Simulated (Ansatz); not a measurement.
# CdS (P3m1) in Ansatz: further runs

Aim: see how the results for CdS move with the level of theory and the settings. Levels: PBE+D3(BJ), PBE+D4, PBEsol+D3(BJ). Tasks: relaxation of cell and atoms.

Program: Ansatz 0.2.0. These are calculated values, not measurements. Logs are shortened: lines on timing, memory, paths and dates and some standing lists are left out, and cuts for length are marked.

**1. The structure**

The structure is trigonal, space group P3m1 (No. 156). The conventional cell has a = 4.261 Å, b = 4.261 Å, c = 5.804 Å, α = 90.00°, β = 90.00°, γ = 120.00°. Around Cd (site symmetry 3m) lie 3 S at 2.46 Å. S (site symmetry 3m) is surrounded by 3 Cd at 2.46 Å.

Measurements of this composition are mostly on another form, of space group No. 186.

**2. Relaxation of cell and atoms, PBE+D3(BJ)**

Input file input.yaml:

```yaml
crystal:
  lattice:
    - [4.2611695877, 0.0, 0.0]
    - [-2.1305847939, 3.6902811128, 0.0]
    - [0.0, 0.0, 5.80417294]
  atoms:
    - { symbol: Cd, position: [0.0, 0.0, 0.44269192] }
    - { symbol: S, position: [0.6666666667, 0.3333333333, 0.43430808] }
hamiltonian:
  xc: pbe
  pseudopotentials: { kind: paw }
  dispersion: d3bj
kpoints:
  mp_grid: { grid: [7, 7, 5] }
scf:
  occupations: { method: fermi_dirac, width: 0.05 }
output:
  forces: true
  stress: true
  eigenvalues: true
  write_density: true
  write_potential: true
  elf: true
  volumetric_format: npy
relax:
  f_tol: 0.01
  max_steps: 40
  cell: { stress_tol: 0.05 }
```

Potentials or basis: Ansatz PAW.

The run is started by

```sh
$ ansatz run input.yaml --threads 2 --pin off --max-ram 5632MiB --backend cpu --events-out ev --progress --plain --runs-dir out
```

Standard output:

```text
Warning: RAYON_NUM_THREADS=2 ignored (pool sized by the plan → 2); use --threads N
Engine: ansatz 0.2.0, aarch64-unknown-linux-gnu
Pseudopotentials: kind: paw
Pseudopotential: Cd, paw, valence charge 20, recommended cutoff 420 eV (normal), Cd.paw.azcp
Pseudopotential: S, paw, valence charge 6, recommended cutoff 420 eV (normal), S.paw.azcp
Functional definition: PBE
  parameter kappa = 0.804
  parameter beta = 0.06672455060314922
  exchange = pbe_x(kappa = kappa, mu = beta*pi^2/3)
  correlation = pbe_c(beta = beta)
Crystal: 2 atoms, lattice volume = 91.270 Å³
Basis set: ecut = 420 eV, 1765 PW (Γ), exchange–correlation on 60×60×80 points (8 copies of the dense FFT grid, shifted against one another)
Bands: 17, of which v1, the nominal top of the filled ones, is band 13 counted from 1 (12 counted from 0)
Symmetry: 6 space group operations
Space group: P3m1 (ITA 156), of the structure as read, at distance tolerance 4.5e-5 Å
k-points: 32 of 245 (time reversal used)
Non-local potential: Cd, projectors of the file, l = 0: 3, l = 1: 2, l = 2: 2, l = 3: 1
Non-local potential: S, projectors of the file, l = 0: 2, l = 1: 2, l = 2: 2
PAW form: soft (Blöchl's): semilocal exchange-correlation on the pseudo side does not see the compensation charge
PAW one-centre angular grid: Cd, 590 points (default); XC on 64 Gauss nodes
PAW one-centre angular grid: S, 110 points (default); XC on 64 Gauss nodes
Initial density: superposition of atomic densities (neutral atoms: chi_scale 0, normalization atom), corrected by the library's trained network
Initial wavefunctions: pseudopotential atomic-orbital guess
Functional: x = pbe(κ = 0.804, μ = 0.2195149727645171), c = pbe(β = 0.06672455060314922)
SCF iter   1: F=—  HF=-9157.640943 eV  |F-HF|=—  |Δ(HF+E_count)|=         —  Δρ=1.45e-3  dr2=2.72e-3  ethr=1.77e-3  ⟨swp⟩=5.7  Hψ=2775  notcnv=0
preconditioner: auto → Resta (q_TF=auto, 2.213 Å⁻¹)  ε∞=3.0  [insulator: Δε(μ)=1.438 eV  Ē_g=11.561 eV  σ=0.050 eV  W_gap=1.00  n_scr=22 (ndim 8)  ℏωp=16.5 eV  f_vac=0.433  D(μ)=0.00/eV (n_scr^D=0)  ε∞_Penn≈3.0]
SCF iter   2: F=—  HF=-9157.640989 eV  |F-HF|=—  |Δ(HF+E_count)|=   4.53e-5  Δρ=6.30e-4  dr2=4.71e-4  ethr=1.05e-5  ⟨swp⟩=2.0  Hψ=1058  notcnv=0
SCF iter   3: F=—  HF=-9157.640980 eV  |F-HF|=—  |Δ(HF+E_count)|=   8.79e-6  Δρ=2.26e-4  dr2=6.50e-5  ethr=1.81e-6  ⟨swp⟩=2.2  Hψ=670  notcnv=0
SCF iter   4: F=—  HF=-9157.640935 eV  |F-HF|=—  |Δ(HF+E_count)|=   4.46e-5  Δρ=7.24e-5  dr2=1.16e-5  ethr=2.50e-7  ⟨swp⟩=2.0  Hψ=795  notcnv=0
SCF iter   5: F=—  HF=-9157.640931 eV  |F-HF|=—  |Δ(HF+E_count)|=   4.01e-6  Δρ=2.46e-5  dr2=7.74e-7  ethr=4.46e-8  ⟨swp⟩=2.1  Hψ=769  notcnv=0
SCF iter   6: F=-9157.640931 eV  HF=-9157.640931 eV  |F-HF|=7.52e-9  |Δ(HF+E_count)|=   8.76e-8  Δρ=5.87e-6  dr2=5.53e-8  ethr=3.85e-10  ⟨swp⟩=7.3  Hψ=3602  notcnv=0
SCF 1 converged in 6 iterations: F = -9157.640931 eV  dr2 = 5.53e-8
relax step   1: F+E_penalty+E_count = -9157.64093115 eV  Δ(F+E_penalty+E_count) = +0.000e0 eV  max|allowed force component| = 5.270e-3 eV/Å  Δτ_max = 0.0000 Å  P = -0.804 GPa  Ω = 91.270 Å³  (6 SCF iters, dr2 threshold 1.00e-7 eV, accepted)
Crystal: 2 atoms, lattice volume = 89.064 Å³
Basis set: ecut = 420 eV, 1717 PW (Γ), exchange–correlation on 60×60×80 points (8 copies of the dense FFT grid, shifted against one another)
Initial density: handed on by an earlier stage of this run
Initial wavefunctions: those handed on with the density
iter 1 solved again at ethr=2.83e-6 eV; its pass at ethr=3.10e-3 eV (dr2=7.36e-4 eV) is discarded
SCF iter   1: F=—  HF=-9157.648430 eV  |F-HF|=—  |Δ(HF+E_count)|=         —  Δρ=6.58e-4  dr2=7.66e-4  ethr=2.83e-6  ⟨swp⟩=1.7  Hψ=3353  notcnv=0
preconditioner: auto → Resta (q_TF=auto, 2.222 Å⁻¹)  ε∞=3.1  [insulator: Δε(μ)=1.517 eV  Ē_g=11.646 eV  σ=0.050 eV  W_gap=1.00  n_scr=22 (ndim 8)  ℏωp=16.7 eV  f_vac=0.425  D(μ)=0.00/eV (n_scr^D=0)  ε∞_Penn≈3.1]
SCF iter   2: F=—  HF=-9157.648252 eV  |F-HF|=—  |Δ(HF+E_count)|=   1.79e-4  Δρ=2.61e-4  dr2=1.03e-4  ethr=2.83e-6  ⟨swp⟩=2.0  Hψ=636  notcnv=0
SCF iter   3: F=—  HF=-9157.648210 eV  |F-HF|=—  |Δ(HF+E_count)|=   4.12e-5  Δρ=1.16e-4  dr2=2.10e-5  ethr=3.96e-7  ⟨swp⟩=2.0  Hψ=579  notcnv=0
SCF iter   4: F=—  HF=-9157.648214 eV  |F-HF|=—  |Δ(HF+E_count)|=   4.07e-6  Δρ=3.78e-5  dr2=1.70e-6  ethr=8.09e-8  ⟨swp⟩=2.7  Hψ=791  notcnv=0
[... 149 lines left out ...]
SCF 14 converged in 9 iterations: F = -9157.764795 eV  dr2 = 2.99e-12
relax step  14: F+E_penalty+E_count = -9157.76479508 eV  Δ(F+E_penalty+E_count) = -3.942e-3 eV  max|allowed force component| = 3.407e-3 eV/Å  Δτ_max = 0.0194 Å  P = +0.019 GPa  Ω = 56.211 Å³  energy of the carried Pulay correction = +5.149e-3 eV  (9 SCF iters, accepted)
Crystal: 2 atoms, lattice volume = 56.318 Å³
iter 1 solved again at ethr=3.40e-8 eV; its pass at ethr=3.10e-3 eV (dr2=8.83e-6 eV) is discarded
SCF iter   1: F=—  HF=-9157.764821 eV  |F-HF|=—  |Δ(HF+E_count)|=         —  Δρ=6.78e-5  dr2=3.99e-6  ethr=3.40e-8  ⟨swp⟩=3.1  Hψ=3426  notcnv=0
preconditioner: auto → none  [insulator: Δε(μ)=0.937 eV  Ē_g=12.044 eV  σ=0.050 eV  W_gap=1.00  n_scr=8 (ndim 8)  ℏωp=21.0 eV  f_vac=0.137  D(μ)=0.00/eV (n_scr^D=0)  ε∞_Penn≈4.0]
SCF iter   2: F=—  HF=-9157.764805 eV  |F-HF|=—  |Δ(HF+E_count)|=   1.59e-5  Δρ=3.42e-5  dr2=6.85e-7  ethr=1.53e-8  ⟨swp⟩=2.3  Hψ=755  notcnv=0
SCF iter   3: F=—  HF=-9157.764805 eV  |F-HF|=—  |Δ(HF+E_count)|=   5.53e-8  Δρ=1.48e-5  dr2=1.46e-7  ethr=2.64e-9  ⟨swp⟩=2.0  Hψ=827  notcnv=0
SCF iter   4: F=-9157.764805 eV  HF=-9157.764805 eV  |F-HF|=3.04e-9  |Δ(HF+E_count)|=   3.51e-8  Δρ=3.09e-6  dr2=3.93e-9  ethr=4.83e-11  ⟨swp⟩=6.0  Hψ=3312  notcnv=0
SCF 15 converged in 4 iterations: F = -9157.764805 eV  dr2 = 3.93e-9
relax step  15: F+E_penalty+E_count = -9157.76480496 eV  Δ(F+E_penalty+E_count) = -9.872e-6 eV  max|allowed force component| = 2.382e-5 eV/Å  Δτ_max = 0.0002 Å  P = +0.002 GPa  Ω = 56.318 Å³  energy of the carried Pulay correction = +5.129e-3 eV  (4 SCF iters, dr2 threshold 1.26e-8 eV, accepted)
Basis set: ecut = 420 eV, 1117 PW (Γ), exchange–correlation on 60×60×54 points (8 copies of the dense FFT grid, shifted against one another)
Initial wavefunctions: pseudopotential atomic-orbital guess (no wavefunctions were taken with the density)
iter 1 solved again at ethr=2.79e-7 eV; its pass at ethr=3.10e-3 eV (dr2=7.25e-5 eV) is discarded
SCF iter   1: F=—  HF=-9157.762568 eV  |F-HF|=—  |Δ(HF+E_count)|=         —  Δρ=4.06e-4  dr2=1.36e-5  ethr=2.79e-7  ⟨swp⟩=3.0  Hψ=4165  notcnv=0
preconditioner: auto → none  [insulator: Δε(μ)=0.938 eV  Ē_g=12.044 eV  σ=0.050 eV  W_gap=1.00  n_scr=8 (ndim 8)  ℏωp=21.0 eV  f_vac=0.135  D(μ)=0.00/eV (n_scr^D=0)  ε∞_Penn≈4.0]
SCF iter   2: F=—  HF=-9157.762521 eV  |F-HF|=—  |Δ(HF+E_count)|=   4.69e-5  Δρ=1.86e-4  dr2=4.19e-6  ethr=5.25e-8  ⟨swp⟩=2.0  Hψ=859  notcnv=0
SCF iter   3: F=—  HF=-9157.762523 eV  |F-HF|=—  |Δ(HF+E_count)|=   1.86e-6  Δρ=6.73e-5  dr2=1.13e-6  ethr=1.61e-8  ⟨swp⟩=2.0  Hψ=786  notcnv=0
SCF iter   4: F=—  HF=-9157.762530 eV  |F-HF|=—  |Δ(HF+E_count)|=   7.22e-6  Δρ=1.16e-5  dr2=5.57e-8  ethr=4.34e-9  ⟨swp⟩=2.0  Hψ=928  notcnv=0
SCF iter   5: F=—  HF=-9157.762530 eV  |F-HF|=—  |Δ(HF+E_count)|=  9.50e-10  Δρ=4.55e-6  dr2=3.01e-9  ethr=2.14e-10  ⟨swp⟩=2.1  Hψ=688  notcnv=0
SCF iter   6: F=—  HF=-9157.762530 eV  |F-HF|=—  |Δ(HF+E_count)|=   4.08e-9  Δρ=5.38e-7  dr2=4.52e-11  ethr=1.16e-11  ⟨swp⟩=3.0  Hψ=1009  notcnv=0
SCF iter   7: F=-9157.762530 eV  HF=-9157.762530 eV  |F-HF|=0.00e0  |Δ(HF+E_count)|=  9.09e-11  Δρ=6.37e-8  dr2=2.04e-12  ethr=1.00e-12  ⟨swp⟩=5.2  Hψ=2193  notcnv=0
SCF 16 converged in 7 iterations: F = -9157.762530 eV  dr2 = 2.04e-12
relax step  16: F+E_penalty+E_count = -9157.76252996 eV  Δ(F+E_penalty+E_count) = +2.275e-3 eV  max|allowed force component| = 2.779e-4 eV/Å  Δτ_max = 0.0000 Å  P = -0.015 GPa  Ω = 56.318 Å³  stress off target by 1.63e-2 GPa  SCF on the basis re-selected at this cell (its energy is not comparable with the rows above)  (7 SCF iters)
basis re-selected at this cell: Δ(F+E_penalty+E_count) = +2.275e-3 eV, ΔP = -0.017 GPa vs the last step (what re-selecting the basis moved, of the pressure what is left beyond the Pulay correction that the steps carried, after the strain that the cell walked since its last selection, with what the two solves' SCF thresholds leave and, on support functions, any second-order correction that the steps lacked; it is no measure of the basis error at this ecutwfc). The dense FFT grid was sized anew with the basis: this SCF ran on 30×30×27 points, the steps before it on 30×30×40, so part of this shift can come from that change (see relax.cell in the input reference). This SCF's stress stands 1.63e-2 GPa from its target on what of the cell is left free (relax.cell.stress_tol is 5.00e-2 GPa) and its largest allowed force component is 2.78e-4 eV/Å (relax.f_tol is 1.00e-2 eV/Å): within both
SCF converged after 7 iterations
Free energy (F): -9157.762530 eV
Harris-Foulkes:  -9157.762530 eV  (|F-HF|=0.00e0)
Internal energy: -9157.762527 eV  (E = F + TS)
E sigma→0 (E₀):  -9157.762529 eV
Entropy (-TS):   -0.000003 eV (-0.001 meV/atom)
Fermi energy:    6.040682 eV
--- Per-component energies (eV) ---
  E_band       = -545.963284
  E_kinetic    = 611.099820
  E_local      = -4265.754377  (includes V_loc(G=0)·N_el)
  E_nonlocal   = 62.047132
  E_hartree    = 1950.063711
  E_xc         = -273.302721
  E_vxc        = -308.259682  (∫ρ·V_xc dr)
  E_paw        = -4683.679573  (= ΣΔE_a)
  E_vpaw       = -545.223670  (= ΣTr[D̂ρ^β])
  E_aug_tail   = 0.000016  (compensation charges beyond the density's cutoff)
  E_ewald      = -2557.703867
  E_disp       = -0.532669  (pairwise vdW)
  E_smearing   = -0.000003  (= −TS)
  E_closure    = -0.000000  (closes the sum)
  Σ components = -9157.762530   (vs F -9157.762530, Δ=0.00e0)
--- Forces (eV/Å), atoms counted from 1 ---
  atom   1  Cd    -0.00000000    -0.00000000    -0.00027835
  atom   2  S      0.00000000     0.00000000     0.00027750
  max |Σ_I F_I| component: 8.46e-7 eV/Å
--- Stress (GPa, compression-positive) ---
       -0.013757       0.000000      -0.000000
        0.000000      -0.013757      -0.000000
       -0.000000      -0.000000      -0.016339
  P = ⅓ Tr σ = -0.0146 GPa (-0.146 kbar)
--- Band table (eV; the first three rows and the last of 32) ---
  k-point 0: bands = ["-96.0668", "-57.2133", "-57.0976", "-57.0976", "-6.6103", "-2.4372", "-2.4372", "-2.1189", "-1.9467", "-1.9467", "4.8023", "5.2054", "5.2054", "6.4463", "11.3769", "12.0411", "12.0411"]
  k-point 1: bands = ["-96.0668", "-57.2136", "-57.0976", "-57.0976", "-6.5288", "-2.4338", "-2.4338", "-2.0236", "-1.9661", "-1.9661", "3.7703", "5.2737", "5.2737", "7.1417", "11.6074", "12.2978", "12.2978"]
  k-point 2: bands = ["-96.0668", "-57.2140", "-57.0976", "-57.0976", "-6.3901", "-2.4293", "-2.4293", "-1.9959", "-1.9959", "-1.8469", "2.6490", "5.3878", "5.3878", "8.1371", "10.6561", "12.7887", "12.7887"]
  k-point 31: bands = ["-96.0668", "-57.2140", "-57.0980", "-57.0979", "-6.0724", "-2.2589", "-2.0990", "-2.0675", "-1.9686", "-1.3636", "2.0061", "3.3424", "4.0697", "7.9294", "10.9721", "11.9507", "13.9837"]
--- Relaxed structure (15 steps of the walk, 14 accepted, 1 SCFs on fresh bases) ---
  F+E_penalty+E_count = -9157.76252996 eV   max|allowed force component| = 2.779e-4 eV/Å   (the final SCF, on the basis selected at the relaxed cell)
  cell:  # Å, volume = 56.3184 Å³
    - [4.106848423322961, 2.7821997819341293e-11, 1.0620384590566304e-16]
    - [-2.0534242116855754, 3.5566350640758415, 2.432281440161288e-17]
    - [1.446611020373093e-16, 1.2177569992845943e-16, 3.855692717071575]
  atoms:
    - { symbol: Cd, position: [-4.856290722618612e-17, -7.325876374215075e-18, 0.5265989710291334] }
    - { symbol: S, position: [0.6666666666666667, 0.33333333333333337, 0.35040102897086667] }
```

Run time: 42 s. Hardware: 2 threads of Arm Neoverse V2, shared host; peak memory 0.39 GiB.

What came out:

- Free energy: -9157.7625 eV
- Relaxed volume: 28.16 Å³/atom
- Relaxed cell: a = 4.107 Å, b = 4.107 Å, c = 3.856 Å, α = 90.00°, β = 90.00°, γ = 120.00°
- Space group after relaxing (to 0.05 Å): P3m1 (No. 156)
- Energy gained by relaxing: 60.8 meV/atom
- Ionic steps: 15
- Pressure after relaxing: 0.0 GPa
- Band gap on the k mesh: 0.94 eV, indirect (least direct gap 1.24 eV)

The path:
| step | energy change (eV) | largest force (eV/Å) | volume (Å³) |
| --- | --- | --- | --- |
| 1 | 0.0000 | 0.0053 | 91.27 |
| 2 | -0.0073 | 0.0001 | 89.06 |
| 3 | -0.0124 | 0.0040 | 86.39 |
| 4 | -0.0248 | 0.0087 | 81.45 |
| 5 | -0.0401 | 0.0127 | 76.90 |
| 6 | -0.0577 | 0.0170 | 72.51 |
| 7 | -0.0778 | 0.0183 | 68.75 |
| 8 | -0.0898 | 0.0259 | 64.56 |
| 9 | -0.0906 | 0.0368 | 62.21 |
| 10 | -0.0990 | 0.0653 | 63.22 |
| 11 | -0.1158 | 0.0473 | 60.82 |
| 12 | -0.1199 | 0.0968 | 57.39 |
| 13 | -0.1239 | 0.0034 | 56.21 |
| 14 | -0.1239 | 0.0000 | 56.32 |
| 15 | -0.1216 | 0.0003 | 56.32 |

Final structure:
```xyz
2
Lattice="4.1068 0.0000 0.0000 -2.0534 3.5566 0.0000 0.0000 0.0000 3.8557" Properties=species:S:1:pos:R:3 pbc="T T T"
Cd    0.0000    0.0000    2.0304
S     2.0534    1.1855    1.3510
```

Caveat: the volume moved by over 15 % at a fixed basis, so the end points are rough; odd divisions of the mesh miss points on the zone boundary, where band edges often lie, so the gap on the mesh can be too wide; the plane-wave basis is chosen anew once the cell has moved, so the energies of steps on either side of that aren't comparable. A k mesh can miss the band edges.

**3. Relaxation of cell and atoms, PBE+D4**

Edit input.yaml of step 2 so:

```diff
@@ -11,3 +11,3 @@
   pseudopotentials: { kind: paw }
-  dispersion: d3bj
+  dispersion: d4
 kpoints:
```

Potentials or basis: Ansatz PAW.

The run is started by

```sh
$ ansatz run input.yaml --threads 2 --pin off --max-ram 5632MiB --backend cpu --events-out ev --progress --plain --runs-dir out
```

It took 43 s on 2 threads of Arm Neoverse V2, shared host; peak memory 0.39 GiB.

Results (log left out):

- Free energy: -9157.7780 eV
- Relaxed volume: 28.10 Å³/atom
- Relaxed cell: a = 4.106 Å, b = 4.106 Å, c = 3.850 Å, α = 90.00°, β = 90.00°, γ = 120.00°
- Space group after relaxing (to 0.05 Å): P3m1 (No. 156)
- Energy gained by relaxing: 61.2 meV/atom
- Ionic steps: 15
- Pressure after relaxing: 0.0 GPa
- Largest force after relaxing: 0.003 eV/Å
- Band gap on the k mesh: 0.93 eV, indirect (least direct gap 1.24 eV)

Forces on the atoms (eV/Å):
```
Cd   0.000  0.000  0.003
S    0.000  0.000 -0.003
```

Step by step:
```tsv
step	energy change (eV)	largest force (eV/Å)	volume (Å³)
1	0.0000	0.0054	91.27
2	-0.0072	0.0001	89.10
3	-0.0112	0.0036	86.85
4	-0.0224	0.0088	81.79
5	-0.0365	0.0132	77.19
6	-0.0537	0.0176	72.81
7	-0.0745	0.0186	69.11
8	-0.0881	0.0261	64.88
9	-0.0953	0.0616	62.84
10	-0.1051	0.0699	61.46
11	-0.1088	0.0661	61.36
12	-0.1198	0.0604	59.12
13	-0.1239	0.0155	57.25
14	-0.1246	0.0036	56.20
15	-0.1223	0.0034	56.20
```

Final structure:
```
Cd S
1.0
     4.10559    0.00000    0.00000
    -2.05279    3.55554    0.00000
     0.00000    0.00000    3.85016
Cd S
1 1
Direct
  0.00000 0.00000 0.52690
  0.66667 0.33333 0.35010
```

Levels at points of the mesh, in eV from the valence-band top:
| k point | band 9 | band 10 | band 11 | band 12 | band 13 | band 14 | band 15 | band 16 | band 17 |
| --- | --- | --- | --- | --- | --- | --- | --- | --- | --- |
| (0.00, 0.00, 0.00) | -7.46 | -7.46 | -0.71 | -0.31 | -0.31 | 0.93 | 5.87 | 6.53 | 6.53 |

Caveat: the volume moved by over 15 % at a fixed basis, so the end points are rough; odd divisions of the mesh miss points on the zone boundary, where band edges often lie, so the gap on the mesh can be too wide; the plane-wave basis is chosen anew once the cell has moved, so the energies of steps on either side of that aren't comparable. A k mesh can miss the band edges.

**4. Relaxation of cell and atoms, PBEsol+D3(BJ)**

Edit input.yaml of step 3 so:

```diff
@@ -9,5 +9,5 @@
 hamiltonian:
-  xc: pbe
+  xc: pbesol
   pseudopotentials: { kind: paw }
-  dispersion: d4
+  dispersion: d3bj
 kpoints:
@@ -20,6 +20,2 @@
   eigenvalues: true
-  write_density: true
-  write_potential: true
-  elf: true
-  volumetric_format: npy
 relax:
```

The run is started by

```sh
$ ansatz run input.yaml --threads 2 --pin off --max-ram 5632MiB --backend cpu --events-out ev --progress --plain --runs-dir out
```

It took 62 s on 2 threads of Arm Neoverse V2, shared host; peak memory 0.39 GiB.

It converged, with:

- Free energy: -9070.2985 eV
- Relaxed volume: 19.62 Å³/atom
- Relaxed cell: a = 3.667 Å, b = 3.667 Å, c = 3.370 Å, α = 90.00°, β = 90.00°, γ = 120.00°
- Space group after relaxing (to 0.05 Å): P-6m2 (No. 187)
- Energy gained by relaxing: 225.1 meV/atom
- Ionic steps: 24
- Pressure after relaxing: 0.0 GPa
- Band gap on the k mesh: none (metal or under the smearing width)

Step by step:
| step | energy change (eV) | largest force (eV/Å) | volume (Å³) |
| --- | --- | --- | --- |
| 1 | 0.0000 | 0.0170 | 91.27 |
| 2 | -0.0386 | 0.0032 | 86.63 |
| 3 | -0.0470 | 0.0020 | 83.71 |
| 4 | -0.0665 | 0.0050 | 79.09 |
| 5 | -0.0885 | 0.0083 | 74.57 |
| 6 | -0.1137 | 0.0112 | 70.25 |
| 7 | -0.1401 | 0.0117 | 66.56 |
| 8 | -0.1612 | 0.0170 | 62.40 |
| 9 | -0.1667 | 0.0290 | 58.03 |
| 10 | -0.1714 | 0.0577 | 58.89 |
| 11 | -0.1865 | 0.0163 | 59.41 |
| 12 | -0.1926 | 0.1434 | 56.27 |
| 13 | -0.2052 | 0.0825 | 50.97 |
| 14 | -0.2199 | 0.0386 | 50.56 |
| 15 | -0.2300 | 0.0930 | 48.47 |
| 16 | -0.2605 | 0.2098 | 45.61 |
| 17 | -0.3354 | 0.3654 | 42.27 |
| 18 | -0.4188 | 0.2880 | 39.86 |
| 19 | -0.4398 | 0.0599 | 39.37 |
| 20 | -0.4403 | 0.0832 | 38.09 |
| 21 | -0.4426 | 0.1147 | 39.93 |
| 22 | -0.4522 | 0.0104 | 39.24 |
| 23 | -0.4523 | 0.0008 | 39.25 |
| 24 | -0.4502 | 0.0008 | 39.25 |

Final structure:
```cif
data_structure
_symmetry_space_group_name_H-M 'P 1'
_symmetry_Int_Tables_number 1
_cell_length_a 3.6671
_cell_length_b 3.6671
_cell_length_c 3.3702
_cell_angle_alpha 90.000
_cell_angle_beta 90.000
_cell_angle_gamma 120.000
_cell_volume 39.25
loop_
_atom_site_label
_atom_site_type_symbol
_atom_site_fract_x
_atom_site_fract_y
_atom_site_fract_z
_atom_site_occupancy
Cd1 Cd 0.00000 0.00000 0.68843 1
S1 S 0.66667 0.33333 0.18857 1
```

Levels at points of the mesh, in eV from the Fermi level:
| k point | band 11 | band 12 | band 13 | band 14 | band 15 | band 16 |
| --- | --- | --- | --- | --- | --- | --- |
| (0.00, 0.00, 0.00) | -1.59 | -0.91 | -0.91 | -0.14 | 6.34 | 6.41 |

Caveat: the volume moved by over 15 % at a fixed basis, so the end points are rough; the plane-wave basis is chosen anew once the cell has moved, so the energies of steps on either side of that aren't comparable; pairwise dispersion overbinds metals, which lowers pressure and volume; the PAW data sets come from PBE, with cores solved anew for the run's functional, which leaves a small shift of forces and pressure.

**5. Overview**

| level | gap on the mesh (eV) | pressure (GPa) | relaxed volume (Å³/atom) |
| --- | --- | --- | --- |
| PBE+D3(BJ) | 0.94 | 0.0 | 28.16 |
| PBE+D4 | 0.93 | 0.0 | 28.10 |
| PBEsol+D3(BJ) | none | 0.0 | 19.62 |

Alike in all rows: task relaxation of cell and atoms; potentials or basis Ansatz PAW; no spin polarisation; cell relaxed; k mesh 7 × 7 × 5; cutoff (eV) 420; smearing fermi-dirac 0.05 eV.

Caveats: the volume moved by over 15 % at a fixed basis, so the end points are rough; the plane-wave basis is chosen anew once the cell has moved, so the energies of steps on either side of that aren't comparable; odd divisions of the mesh miss points on the zone boundary, where band edges often lie, so the gap on the mesh can be too wide (some runs); pairwise dispersion overbinds metals, which lowers pressure and volume (some runs); the PAW data sets come from PBE, with cores solved anew for the run's functional, which leaves a small shift of forces and pressure (some runs).

Total energies depend on the potentials used, so only differences within one code and one set of settings carry meaning.
